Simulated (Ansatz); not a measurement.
Theory: DFT PBE, scalar-relativistic, plane waves, PAW in Ansatz 0.2.0. All cells share a 420 eV cutoff and Γ-centred k meshes spaced at most about 0.3 Å⁻¹ (2π included). No spin polarisation in the final relaxations.

Temperature and zero-point effects are left out. All come from trial cells, and lower structures may exist.

Question: Which of these relaxed structures of BaTe is the lowest in energy?
A.

```xyz
2
Lattice="-3.1320 3.1320 2.5533 3.1320 -3.1320 2.5533 3.1320 3.1320 -2.5533" Properties=species:S:1:pos:R:3 pbc="T T T"
Ba    0.0000    3.1320    1.2766
Te    0.0000    0.0000    0.0000
```

B.

```xyz
2
Lattice="4.2442 0.0000 0.0000 0.0000 4.2442 0.0000 0.0000 0.0000 4.2442" Properties=species:S:1:pos:R:3 pbc="T T T"
Ba    2.1221    2.1221    2.1221
Te    0.0000    0.0000    0.0000
```

Answer: B. It has the caesium chloride type, space group Pm-3m (No. 221); the next, A, with space group I-4m2 (No. 119), lies 78 meV/atom higher. Counting Te atoms around Ba (those within 1.25 times the shortest such distance or 1.15 times the sum of covalent radii), the lowest has Ba 8 and the next has Ba 4.

These runs have no spin–orbit coupling, which can matter for Te. Cells relaxed within their symmetry can be saddle points. The part of the Crystallography Open Database at hand lists BaTe in space group No. 225, which no cell shown has. Some structure types and database cells were kept out of the candidates from the start, so a known form may be missing.
